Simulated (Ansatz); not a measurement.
# BaF2, space group Fm-3m: an equation of state with a fit

Program: the Ansatz DFT code, driven from Python.

Typed at the interpreter:
```pycon
>>> import warnings
>>> import ansatz as az
>>> from ase.eos import EquationOfState
>>> from ase.units import GPa
>>> import numpy as np
>>> vectors0 = np.array([
...     [0.0, 3.10005, 3.10005],
...     [3.10005, 0.0, 3.10005],
...     [3.10005, 3.10005, 0.0],
... ])
>>> sites = [
...     ("Ba", (0.0, 0.0, 0.0)),
...     ("F", (0.25, 0.25, 0.25)),
...     ("F", (0.75, 0.75, 0.75)),
... ]
>>> def crystal_on(cell):
...     crystal = az.Crystal(lattice=az.Lattice.of(cell))
...     for symbol, position in sites:
...         crystal = crystal.atom(symbol, position)
...     return crystal
...
>>> warnings.simplefilter("ignore", az.DeckWarning)
>>> # uniform scaling of the cell
>>> volumes, energies, pressures = [], [], []
>>> for scale in np.linspace(0.92, 1.08, 7):
...     cell = vectors0 * scale ** (1 / 3)
...     calc = (
...         crystal_on(cell).calculation()
...         .functional("pbe")
...         .pseudopotentials("paw")
...         .occupations("fermi_dirac", width=0.05)
...         .basis(500)
...         .kpoints(6, 6, 6)
...         .stress()
...     )
...     report = calc.run().report
...     volumes.append(abs(np.linalg.det(cell)) / len(sites))
...     energies.append(report["free_energy_ev"] / len(sites))
...     pressures.append(np.trace(report["stress_gpa"]) / 3)
...     print(f"V = {volumes[-1]:8.4f} A^3/atom  F = {energies[-1]:.5f} eV/atom  P = {pressures[-1]:8.3f} GPa")
...
V =  18.2727 A^3/atom  F = -2524.09718 eV/atom  P =    7.339 GPa
V =  18.8023 A^3/atom  F = -2524.11750 eV/atom  P =    5.007 GPa
V =  19.3320 A^3/atom  F = -2524.13065 eV/atom  P =    3.003 GPa
V =  19.8616 A^3/atom  F = -2524.13766 eV/atom  P =    1.279 GPa
V =  20.3913 A^3/atom  F = -2524.13937 eV/atom  P =   -0.207 GPa
V =  20.9209 A^3/atom  F = -2524.13652 eV/atom  P =   -1.485 GPa
V =  21.4506 A^3/atom  F = -2524.12975 eV/atom  P =   -2.585 GPa
>>> eos = EquationOfState(volumes, energies, eos="birchmurnaghan")
>>> v0, e0, bulk = eos.fit()
>>> print(f"V0 = {v0:.4f} A^3/atom, E0 = {e0:.5f} eV/atom, B = {bulk / GPa:.1f} GPa")
V0 = 20.3130 A^3/atom, E0 = -2524.13942 eV/atom, B = 54.0 GPa
```

A third-order Birch-Murnaghan fit through the 7 points has its minimum at 20.31 Å³ an atom, 2.3 % above the typed cell, with a bulk modulus of 54 GPa and dB/dP = 4.7. From that minimum the energy rises by 42.2 meV an atom on the compressed side and 9.7 meV on the expanded side.

Caveats:
- Absolute energies stand on the zero of these potentials, so only differences at equal settings mean something.
- Pressure is positive in compression.
- The starting cell is as deposited in a crystallographic database; the results hold for this polymorph, which needn't be the stable one.
- Run time: 9.1 s on 1 thread of Arm Neoverse V2, on a shared host, peak memory 0.39 GiB.
